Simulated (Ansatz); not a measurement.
The following input was run with Ansatz 0.2.0.

```yaml
crystal:
  lattice:
    - [3.6043047982, 0.0, 0.0]
    - [0.0, 3.6043047982, 0.0]
    - [0.0, 0.0, 5.2639671552]
  atoms:
    - { symbol: Hf, position: [0.5, 0.5, 0.5] }
    - { symbol: Hf, position: [0.0, 0.0, 0.0] }
    - { symbol: O, position: [0.0, 0.5, 0.6932521093] }
    - { symbol: O, position: [0.5, 0.0, 0.8067478907] }
    - { symbol: O, position: [0.5, 0.0, 0.3067478907] }
    - { symbol: O, position: [0.0, 0.5, 0.1932521093] }
basis:
  ecutwfc: 420
kpoints:
  mp_grid: { grid: [6, 6, 4] }
hamiltonian:
  xc: pbe
scf:
  occupations: { method: gaussian, width: 0.02 }
  n_extra_bands: 24
output:
  forces: false
  stress: false
  eigenvalues: true
  optics: { e_range: [0, 14], sigma: 0.1, nscf_kmesh: { grid: [9, 9, 6] } }
checkpoint:
  read: start.run
  write: ck
  compress: false
  write_wavefunctions: false
  write_every: 100000
```

Launched with
```bash
ansatz run input.yaml --threads 1 --pin off --max-ram 2560MiB --backend cpu --events-out ev --progress --plain --runs-dir out
```

These are results of Ansatz, DFT PBE, scalar-relativistic, plane waves, PAW, not measurements.

Abridged output:

```
Warning: checkpoint.read: basis.xc_grid differs: saved 2, current 1 (points along each axis for each point of the dense box; ...
scf.n_extra_bands = 24 over 38 filled bands (N_el = 76.0): the run solves 62 bands
Pseudopotentials: kind: paw
Pseudopotential: Hf, paw, valence charge 26, recommended cutoff 420 eV (normal)
Pseudopotential: O, paw, valence charge 6, recommended cutoff 420 eV (normal)
Functional definition: PBE
Crystal: 6 atoms, lattice volume = 68.384 Å³
Basis set: ecut = 420 eV, 1321 PW (Γ)
Bands: 62, of which v1, the nominal top of the filled ones, is band 38 counted from 1 (37 counted from 0)
Symmetry: 16 space group operations
Space group: P42/nmc (ITA 137), of the structure as read, at distance tolerance 4.1e-5 Å
k-points: 30 of 144
Initial density: read from a saved state, or passed on in memory by an earlier SCF of this step, an earlier step, the calling program or the single point that the run made first
Initial wavefunctions: pseudopotential atomic-orbital guess
Functional: x = pbe(κ = 0.804, μ = 0.21951497), c = pbe(β = 0.06672455)
SCF iter   1: F=—  HF=-33723.039908 eV  |F-HF|=—  |Δ(HF+E_count)|=         —  Δρ=1.36e-5  dr2=8.22e-8  ethr=3.09e-8  ⟨swp⟩=3.8  Hψ=12753  notcnv=0
SCF iter   2: F=—  HF=-33723.039907 eV  |F-HF|=—  |Δ(HF+E_count)|=   5.37e-7  Δρ=8.23e-6  dr2=3.94e-8  ethr=1.08e-10  ⟨swp⟩=2.1  Hψ=2937  notcnv=0
SCF iter   3: F=—  HF=-33723.039907 eV  |F-HF|=—  |Δ(HF+E_count)|=   5.03e-8  Δρ=2.98e-6  dr2=5.36e-9  ethr=5.18e-11  ⟨swp⟩=2.0  Hψ=2685  notcnv=0
SCF iter   4: F=—  HF=-33723.039907 eV  |F-HF|=—  |Δ(HF+E_count)|=   6.26e-9  Δρ=9.79e-7  dr2=6.45e-10  ethr=7.05e-12  ⟨swp⟩=2.0  Hψ=2745  notcnv=0
SCF iter   5: F=—  HF=-33723.039907 eV  |F-HF|=—  |Δ(HF+E_count)|=  9.31e-10  Δρ=1.16e-6  dr2=7.89e-10  ethr=1.00e-12  ⟨swp⟩=2.0  Hψ=2903  notcnv=0
SCF iter   6: F=-33723.039907 eV  HF=-33723.039907 eV  |F-HF|=2.91e-11  |Δ(HF+E_count)|=  4.37e-11  Δρ=9.17e-8  dr2=4.52e-12  ethr=1.00e-12  ⟨swp⟩=3.2  Hψ=5496  notcnv=0
SCF 1 converged in 6 iterations: F = -33723.039907 eV  dr2 = 4.52e-12
SCF converged after 6 iterations
Free energy (F): -33723.039907 eV
Harris-Foulkes:  -33723.039907 eV  (|F-HF|=2.91e-11)
Internal energy: -33723.039907 eV  (E = F + TS)
E sigma→0 (E₀):  -33723.039907 eV
Fermi energy:    16.692348 eV
--- Per-component energies (eV) ---
  E_band       = 29.814091
  E_kinetic    = 1541.952226
  E_local      = -11845.004411  (includes V_loc(G=0)·N_el)
  E_nonlocal   = -2294.352291
  E_hartree    = 5413.573600
  E_xc         = -895.060576
  E_vxc        = -908.937198  (∫ρ·V_xc dr)
  E_paw        = -14485.882210  (= ΣΔE_a)
  E_vpaw       = 2708.998603  (= ΣTr[D̂ρ^β])
  E_aug_tail   = 0.010032  (compensation charges beyond the density's cutoff)
  E_ewald      = -11158.276276
  E_smearing   =  0.000000  (= −TS)
--- Band table (eV; the first three rows and the last of 30) ---
  k-point 0: bands = ["-45.9749", "-45.9617", "-14.9666", "-14.6364", "-14.6364", "-14.6068", "-14.5438", "-14.5438", "-3.5120", "-1.9982", "-1.7607", "-1.2804", "4.1394", "4.1394", "4.1434", "4.1488", "4.1488", "4.1682", "4.1752", "4.1797", "4.1797", "4.1899", "4.1936", "4.1936", "4.1964", "4.3439", "9.3014", "9.7976", "10.0134", "10.0134", "11.8268", "11.8268", "13.0212", "13.0212", "13.5781", "14.2054", "14.2934", "14.2934", "19.0276", "19.0471", "20.1962", "20.3706", "20.7010", "21.6876", "23.1453", "23.1453", "24.7712", "24.7712", "25.3172", "27.6325", "27.6821", "28.8960", "29.7594", "29.7594", "29.7924", "31.7503", "31.7503", "32.9431", "34.5594", "36.0318", "39.0993", "39.1550"]
  k-point 1: bands = ["-45.9730", "-45.9637", "-14.9173", "-14.6631", "-14.6230", "-14.6230", "-14.5574", "-14.5574", "-3.2868", "-2.0693", "-1.8939", "-1.3729", "4.1409", "4.1409", "4.1443", "4.1505", "4.1505", "4.1713", "4.1782", "4.1782", "4.1803", "4.1867", "4.1915", "4.1915", "4.1948", "4.3104", "9.8115", "10.1634", "10.1634", "10.3444", "11.3563", "11.3563", "12.7594", "13.3497", "13.3834", "13.3834", "14.3249", "14.3249", "19.2129", "19.3326", "20.1419", "20.2327", "21.3307", "22.5167", "23.2418", "23.2418", "24.4115", "24.4115", "24.8484", "24.9802", "28.4048", "29.2058", "30.1544", "30.1544", "31.1363", "31.5331", "31.5331", "33.6782", "35.5992", "36.4266", "38.1428", "39.0507"]
  k-point 2: bands = ["-45.9683", "-45.9683", "-14.7937", "-14.7937", "-14.5926", "-14.5926", "-14.5879", "-14.5879", "-2.7128", "-2.7128", "-1.6338", "-1.6338", "4.1427", "4.1427", "4.1520", "4.1520", "4.1559", "4.1559", "4.1770", "4.1770", "4.1790", "4.1790", "4.1890", "4.1890", "4.2454", "4.2454", "10.4722", "10.4722", "10.8314", "10.8314", "11.1488", "11.1488", "11.7253", "11.7253", "13.6419", "13.6419", "14.3571", "14.3571", "19.6469", "19.6469", "19.9586", "19.9586", "22.7376", "22.7376", "23.4737", "23.4737", "23.9320", "23.9320", "23.9613", "23.9613", "28.4917", "28.4917", "30.8929", "30.8929", "30.9557", "30.9557", "34.1393", "34.1393", "35.6288", "35.6288", "38.7796", "38.7796"]
  k-point 29: bands = ["-45.9592", "-45.9592", "-14.8434", "-14.8434", "-14.8434", "-14.8434", "-14.6921", "-14.6921", "-1.6820", "-1.6820", "-1.6820", "-1.6820", "4.1328", "4.1328", "4.1391", "4.1391", "4.1517", "4.1517", "4.1517", "4.1517", "4.1588", "4.1588", "4.2045", "4.2045", "4.2045", "4.2045", "10.0255", "10.0255", "10.0700", "10.0700", "12.5321", "12.5321", "12.5321", "12.5321", "12.9033", "12.9033", "14.2832", "14.2832", "20.1746", "20.1746", "20.5964", "20.5964", "21.4450", "21.4450", "21.4450", "21.4450", "23.3711", "23.3711", "27.9068", "27.9068", "28.4848", "28.4848", "30.4333", "30.4333", "30.4333", "30.4333", "35.1653", "35.1653", "35.5437", "35.5437", "35.5437", "35.5437"]
```

Self-consistency was reached.

It took 110 s on 1 thread of Intel(R) Xeon(R) Platinum 8375C CPU @ 2.90GHz (Ice Lake) (shared host), peak memory 1.5 GiB.

The run starts from the saved density of an earlier one, so iterations and time are fewer than from atoms.

Spin–orbit coupling is left out, which can shift energies with elements as heavy as these.